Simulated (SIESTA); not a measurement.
A run of SIESTA 5.4.2:

BN.fdf

```
SystemName                      BN
SystemLabel                     BN
NumberOfSpecies                 2
NumberOfAtoms                   2
%block ChemicalSpeciesLabel
  1   7 N
  2   5 B
%endblock ChemicalSpeciesLabel

LatticeConstant                 1.0 Ang
%block LatticeVectors
     0.0000000000     1.8130010000     1.8130010000
     1.8130010000     0.0000000000     1.8130010000
     1.8130010000     1.8130010000     0.0000000000
%endblock LatticeVectors
AtomicCoordinatesFormat         Fractional
%block AtomicCoordinatesAndAtomicSpecies
     0.2500000000     0.2500000000     0.2500000000  1  N
     0.0000000000     0.0000000000     0.0000000000  2  B
%endblock AtomicCoordinatesAndAtomicSpecies

%block kgrid.MonkhorstPack
   13   0   0  0.0
    0  13   0  0.0
    0   0  13  0.0
%endblock kgrid.MonkhorstPack
XC.Functional                   LDA
XC.Authors                      PW92
PAO.BasisSize                   DZP
PAO.EnergyShift                 0.003 Ry
Mesh.Cutoff                     800 Ry
OccupationFunction              FD
ElectronicTemperature           0.05 eV
MaxSCFIterations                120
SCF.MustConverge                false
SCF.Mixer.Method                Pulay
SCF.Mixer.Weight                0.25
SCF.Mixer.History               8
SCF.DM.Tolerance                5.0e-05
SCF.H.Tolerance                 1.0e-03 eV
WriteForces                     true
Charge.Mulliken                 end
BandLinesScale                  ReciprocalLatticeVectors
%block BandLines
    1    0.000000   0.000000   0.000000  \Gamma
   12    0.500000   0.000000   0.500000  X
    6    0.500000   0.250000   0.750000  W
    4    0.375000   0.375000   0.750000  K
   13    0.000000   0.000000   0.000000  \Gamma
   11    0.500000   0.500000   0.500000  L
    8    0.625000   0.250000   0.625000  U
    4    0.500000   0.250000   0.750000  W
    9    0.500000   0.500000   0.500000  L
    8    0.375000   0.375000   0.750000  K
    1    0.625000   0.250000   0.625000  U
    4    0.500000   0.000000   0.500000  X
%endblock BandLines
```

Potentials or basis: PseudoDojo 0.4 standard (LDA files), DZP (energy shift 0.003 Ry).

The run is started by

```console
$ siesta BN.fdf > BN.out 2>&1
```

Hardware: 1 thread of Arm Neoverse V1 (shared host).

Estimate the wall time of this run.

It took 88 s on 1 thread of Arm Neoverse V1, with other jobs on the host, peak memory 0.23 GiB. Counts: scf iterations 8, k points 1099, bands 26.
